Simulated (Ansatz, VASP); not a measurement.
# Cross-check of GaP between VASP and Ansatz, part 2 of 2

One calculation is typed for both programs; each brings its own data sets. How far apart do they land? The cell is taken from a series of runs on this material, whose earlier steps may have relaxed, scaled, displaced or heated it; both programs get it as it stands.

VASP 6.6.1 and Ansatz 0.2.0.

So far: Set-up; VASP: zone-centre phonons, LDA.

## Step 3: Ansatz: zone-centre phonons, LDA

Level of this step: Ansatz beside VASP: Kohn-Sham DFT, plane waves, LDA (Ansatz).

Ansatz runs on its PAW soft_1 files.

The same cell, functional (in two slightly different forms) and mesh now go to Ansatz, which takes its cutoff from its data sets.

input.yaml reads:

```yaml
crystal:
  lattice:
    - [0.0, 2.6719932457, 2.7765768624]
    - [2.6719932457, 0.0, 2.7765768624]
    - [2.6719932457, 2.6719932457, 0.0]
  atoms:
    - { symbol: P, position: [0.75, 0.75, 0.75] }
    - { symbol: Ga, position: [0.0, 0.0, 0.0] }
kpoints:
  mp_grid: { grid: [12, 12, 12] }
hamiltonian:
  xc: lda
  pseudopotentials: { kind: paw, azcp: { folder: soft_1 }, xc_functional: pbe }
scf:
  occupations: { method: fixed }
output:
  eigenvalues: true
phonons:
  method: dfpt
  dielectric: true
  rigid_motions: translations
```

The run is started by

```console
ansatz run input.yaml --threads 4 --pin off --max-ram 10240MiB --backend cpu --events-out ev --progress --plain --runs-dir out
```

Numbers of over 12 decimals in the logs are rounded to 6 here.

The program printed:

```text
Engine: ansatz 0.2.0, aarch64-unknown-linux-gnu
Pseudopotentials: kind: paw
Pseudopotential: P, paw, valence charge 5, recommended cutoff 420 eV (normal), soft_1/P.paw.azcp
Pseudopotential: Ga, paw, valence charge 13, recommended cutoff 420 eV (normal), soft_1/Ga.paw.azcp
Functional definition: SPW92
  exchange = slater_x
  correlation = pw_c
Crystal: 2 atoms, lattice volume = 39.647 Å³
Basis set: ecut = 420 eV, 781 PW (Γ), exchange–correlation on 54×54×54 points (8 copies of the dense FFT grid, shifted against one another)
Bands: 13, of which v1, the nominal top of the filled ones, is band 9 counted from 1 (8 counted from 0)
Symmetry: 8 space group operations
k-points: 868 of 1728 (irreducible under 1 space group operation, time reversal used)
Non-local potential: P, projectors of the file, l = 0: 2, l = 1: 2, l = 2: 1
Non-local potential: Ga, projectors of the file, l = 0: 2, l = 1: 2, l = 2: 3, l = 3: 1
PAW form: soft (Blöchl's): semilocal exchange-correlation on the pseudo side does not see the compensation charge
PAW frozen core: P, regenerated for the run's functional, and the local potential with it (the file was generated under x = pbe(κ = 0.804, μ = 0.219515), c = pbe(β = 0.066725))
PAW frozen core: Ga, regenerated for the run's functional, and the local potential with it (the file was generated under x = pbe(κ = 0.804, μ = 0.219515), c = pbe(β = 0.066725))
PAW one-centre angular grid: P, 110 points (default); XC on 64 Gauss nodes
PAW one-centre angular grid: Ga, 590 points (default); XC on 64 Gauss nodes
Initial density: superposition of atomic densities (chi_scale 0.1, normalization cell, long waves kept (reshape's long-wave potential 0.00 eV rms))
Initial wavefunctions: pseudopotential atomic-orbital guess
Functional: x = slater, c = lda
SCF iter   1: F=—  HF=-4433.952193 eV  |F-HF|=—  |Δ(HF+E_count)|=         —  Δρ=4.44e-2  dr2=6.54e-1  ethr=3.10e-3  ⟨swp⟩=5.0  Hψ=60856  notcnv=0  defer=1684
preconditioner: auto → none  [insulator: Δε(μ)=1.668 eV  Ē_g=15.455 eV  n_scr=14 (ndim 8)  ℏωp=25.0 eV  f_vac=0.000  ε∞_Penn≈3.6]
SCF iter   2: F=—  HF=-4433.779296 eV  |F-HF|=—  |Δ(HF+E_count)|=   1.73e-1  Δρ=2.01e-2  dr2=9.02e-2  ethr=3.10e-3  ⟨swp⟩=2.1  Hψ=20660  notcnv=0  defer=1623
SCF iter   3: F=—  HF=-4433.765517 eV  |F-HF|=—  |Δ(HF+E_count)|=   1.38e-2  Δρ=5.14e-3  dr2=1.05e-2  ethr=5.01e-4  ⟨swp⟩=3.0  Hψ=20779  notcnv=0  defer=1719
SCF iter   4: F=—  HF=-4433.761598 eV  |F-HF|=—  |Δ(HF+E_count)|=   3.92e-3  Δρ=2.27e-3  dr2=7.37e-4  ethr=5.82e-5  ⟨swp⟩=2.9  Hψ=21914  notcnv=0  defer=1735
SCF iter   5: F=—  HF=-4433.761274 eV  |F-HF|=—  |Δ(HF+E_count)|=   3.24e-4  Δρ=5.23e-4  dr2=4.12e-5  ethr=4.09e-6  ⟨swp⟩=2.0  Hψ=20842  notcnv=0  defer=1735
SCF iter   6: F=—  HF=-4433.761274 eV  |F-HF|=—  |Δ(HF+E_count)|=   3.78e-7  Δρ=2.90e-5  dr2=1.96e-7  ethr=2.29e-7  ⟨swp⟩=2.4  Hψ=14144  notcnv=0  defer=984
SCF iter   7: F=—  HF=-4433.761274 eV  |F-HF|=—  |Δ(HF+E_count)|=   2.49e-7  Δρ=5.94e-6  dr2=6.94e-9  ethr=1.09e-9  ⟨swp⟩=2.0  Hψ=19102  notcnv=0  defer=471
SCF iter   8: F=-4433.761274 eV  HF=-4433.761274 eV  |F-HF|=1.36e-11  |Δ(HF+E_count)|=  4.79e-10  Δρ=2.41e-7  dr2=9.88e-12  ethr=1.00e-12  ⟨swp⟩=8.0  Hψ=88397  notcnv=0
SCF 1 converged in 8 iterations: F = -4433.761274 eV  dr2 = 9.88e-12
  greatest PAW one-centre occupation: 0.994 electrons in one spin orbital (limit 2), on the Ga atom at site 1 (counted from 0), in its partial waves of l = 2
NSCF: frozen V_eff on 3 k-points
DFPT response loops at Γ: preconditioner auto → none (the input reference at scf.mixing.eps_inf says where Resta's filter doesn't serve); β = 0.50; Broyden in place of MSR1
── the response to a field inside a basis, on 12×12×12 k-points: an SCF that follows is theirs, and a resumed run solves both again ──
Bands: 10, of which v1, the nominal top of the filled ones, is band 9 counted from 1 (8 counted from 0)
k-points: 468 of 1728 (irreducible under 2 space group operations, time reversal used)
Initial density: handed on by an earlier stage of this run
Initial wavefunctions: pseudopotential atomic-orbital guess (no wavefunctions were taken with the density)
Eigensolver: Dense (468 Hₖ)
SCF iter   1: F=—  HF=-4433.760818 eV  |F-HF|=—  |Δ(HF+E_count)|=         —  Δρ=1.27e-4  dr2=2.37e-6  ethr=1.00e-1
preconditioner: auto → none  [insulator: Δε(μ)=1.320 eV  Ē_g=13.208 eV  n_scr=14 (ndim 8)  ℏωp=25.0 eV  f_vac=0.003  ε∞_Penn≈4.6]
SCF iter   2: F=—  HF=-4433.760817 eV  |F-HF|=—  |Δ(HF+E_count)|=   8.52e-7  Δρ=9.60e-5  dr2=1.48e-6  ethr=1.32e-8
SCF iter   3: F=—  HF=-4433.760817 eV  |F-HF|=—  |Δ(HF+E_count)|=   2.25e-7  Δρ=2.43e-5  dr2=2.15e-7  ethr=8.21e-9
SCF iter   4: F=-4433.760817 eV  HF=-4433.760817 eV  |F-HF|=2.62e-9  |Δ(HF+E_count)|=   2.82e-7  Δρ=3.24e-6  dr2=3.27e-9  ethr=1.20e-9
SCF 1 converged in 4 iterations: F = -4433.760817 eV  dr2 = 3.27e-9
DFPT response loops at Γ: mixed as the last ones told, above
WARN: field response: ε∞ stands inside a basis, on 12×12×12 points; the force constants stand on the 12×12×12 k-mesh, whose period is 12.41 times the interband length at k = (0.0000, 0.0000, 0.0000), direct gap 1.691 eV, under 14: take them and everything formed from them as unconverged, and compare with a denser kpoints.mp_grid
SCF converged after 8 iterations
Free energy (F): -4433.761274 eV
Harris-Foulkes:  -4433.761274 eV  (|F-HF|=1.36e-11)
Internal energy: -4433.761274 eV  (E = F + TS)
E sigma→0 (E₀):  -4433.761274 eV
Fermi energy:    7.169253 eV
--- Per-component energies (eV) ---
  E_band       = -60.809808
  E_kinetic    = 181.686799
  E_local      = -1666.324773  (includes V_loc(G=0)·N_el)
  E_nonlocal   = -57.358987
  E_hartree    = 1009.167339
  E_xc         = -135.731770
  E_vxc        = -118.313487  (∫ρ·V_xc dr)
  E_paw        = -2445.064065  (= ΣΔE_a)
  E_vpaw       = -418.833749  (= ΣTr[D̂ρ^β])
  E_aug_tail   = -0.000221  (compensation charges beyond the density's cutoff)
  E_ewald      = -1321.981429
  E_core_change = 1.845833  (= ΣΔE_core)
  E_smearing   = -0.000000  (= −TS)
  E_closure    = -0.000000  (closes the sum)
  Σ components = -4433.761274   (vs F -4433.761274, Δ=0.00e0)
--- Band table (eV; the first three rows and the last of 868) ---
  k-point 0: bands = [... 5 lower, -5.5814, 6.9338, 7.1693, 7.1693, 8.8603, 10.8559, 10.8559, 10.9407]
  k-point 1: bands = [... 5 lower, -5.4884, 6.1465, 6.8994, 7.0611, 9.3604, 10.9974, 11.0343, 11.1723]
  k-point 2: bands = [... 5 lower, -5.2154, 4.6329, 6.5996, 6.8082, 9.4201, 11.4242, 11.4438, 12.0750]
  k-point 867: bands = [... 5 lower, -3.4298, 0.2623, 5.7659, 6.0991, 8.6225, 11.6060, 11.8670, 15.1945]
--- Phonons (Γ-DFPT): 4 representative perturbations + reference, on 868 of 1728 k-points (Σ response iterations 12) ---
  k mesh reduced under 1 symmetry operation, with k and −k counted as one. Each operation leaves every solved perturbation unchanged. A smaller set is not considered because the run solves the response to a homogeneous field
  ASR residual: 1.145e-4 → 0.000e0 eV/Å²; symmetrization residual: 3.236e-6 eV/Å²
  ASR residual per site (eV/Å²): 8.02e-5 1.15e-4
  Γ frequencies (cm⁻¹): 0.00 0.00 0.00 358.39 358.39 360.10
  ε∞ (high-frequency dielectric tensor):
       10.653084     0.000000     0.000000
        0.000000    10.653084     0.000000
        0.000000     0.000000    11.046648
  ε⁰ (static dielectric tensor: ions relaxed, cell fixed):
       12.483201     0.000000     0.000000
        0.000000    12.483201     0.000000
        0.000000     0.000000    13.176103
  ε⁰ − ε∞ (ionic part):
        1.830118     0.000000     0.000000
        0.000000     1.830118     0.000000
        0.000000     0.000000     2.129455
  softest optical mode at Γ: 358.39 cm⁻¹; the repairs (sum rule, projections) moved no ω² at Γ by more than (0.94 cm⁻¹)²
  Born effective charges Z* (e; rows j = field, columns β = displacement):
    site 0:
        -2.01540   -0.00000    0.00000
         0.00000   -2.01540   -0.00000
        -0.00000   -0.00000   -2.18437
    site 1:
         2.01540    0.00000    0.00000
         0.00000    2.01540    0.00000
         0.00000    0.00000    2.18437
  Z* charge neutrality: 9.605e-4 e pre-enforcement
  solved inside a basis spanned on kpoints, on 12×12×12 k-points, its susceptibility summed on 16×16×16: ε∞ is read to err by 3.3e-2, Z* by 1.5e-2 e (field_mesh: kpoints solves on kpoints); Z* is corrected for what the basis lacks
  optical modes at Γ without the LO–TO term, one row a degenerate level:
      ω (cm⁻¹)  modes    IR ((D/Å)²/amu)
        358.39      2             8.7390
        360.10      1             5.1329
  optical modes at Γ + LO–TO along q̂ = [1.0000, 0.0000, 0.0000]:
      ω (cm⁻¹)  modes    IR ((D/Å)²/amu)
        358.39      1             4.3695
        360.10      1             5.1329
        387.95      1             4.3695
  optical modes at Γ + LO–TO along q̂ = [0.0000, 1.0000, 0.0000]:
      ω (cm⁻¹)  modes    IR ((D/Å)²/amu)
        358.39      1             4.3695
        360.10      1             5.1329
        387.95      1             4.3695
  optical modes at Γ + LO–TO along q̂ = [0.0000, 0.0000, 1.0000]:
      ω (cm⁻¹)  modes    IR ((D/Å)²/amu)
        358.39      2             8.7390
        393.28      1             5.1329
```

The column dr2 measures how far the density is from self-consistency, as an energy; F and HF (Harris–Foulkes) agree once it is small.

## Step 4: Differences

Known differences besides the potentials themselves: the two LDA forms differ slightly; fixed occupations in Ansatz, narrow Gaussian smearing in VASP; VASP's response is taken on the typed mesh, Ansatz refines its own for the field response alone; the cutoff is 420 eV in Ansatz and 500 eV in VASP; VASP's log shows a relativistic correction to its local exchange, Ansatz's none. Total energies have different zeros and are not compared.

Both answers:

| quantity | Ansatz | VASP | difference |
| --- | --- | --- | --- |
| ε∞ xx | 10.65 | 10.72 | -0.67 % |
| ε∞ yy | 10.65 | 10.72 | -0.67 % |
| ε∞ zz | 11.05 | 11.08 | -0.30 % |
| Born charge of P1 (mean of the diagonal) (e) | -2.07 | -2.09 | +0.02 |
| Born charge of Ga2 (mean of the diagonal) (e) | 2.07 | 2.09 | -0.02 |
| optical mode 1 to 2 (cm⁻¹) | 358.4 | 358.2 | +0.05 % |
| optical mode 3 (cm⁻¹) | 360.1 | 359.8 | +0.09 % |

Modes are paired by rising frequency, not by their patterns, so a pair may set unlike modes beside each other; they are those without the splitting of longitudinal modes.

## Step 5: Results

```yaml
r_m_s_difference_of_the_optical_zone_centre_modes_each_program_s_sorted_by_frequency_zone_centre_phonons_lda: 0.24 cm⁻¹
difference_in_eps_infinity_xx_zone_centre_phonons_lda: -0.7 %
```

**Reading.** The r.m.s. difference of the optical zone-centre modes, each program's sorted by frequency is 0.24 cm⁻¹ (zone-centre phonons, LDA). Among the rows given in per cent, the largest difference of the zone-centre phonons, LDA pair is in ε∞ xx, -0.7 %. Such differences can come from data sets, numerical settings and the points named under the comparisons, not from the functional's error against experiment.

[Lines on the potential files, build, host, timing and source positions are cut from VASP's logs without a mark.]

[Logs are printed without paths, hosts, clocks, repeated set-up lines and the standing remarks that a program may print on its own settings, such as how far it seeks lower states.]

[Hosts, paths, dates, database ids (printed as entryN), source tags and the programs' standing remarks are cut or masked in the printed files.]
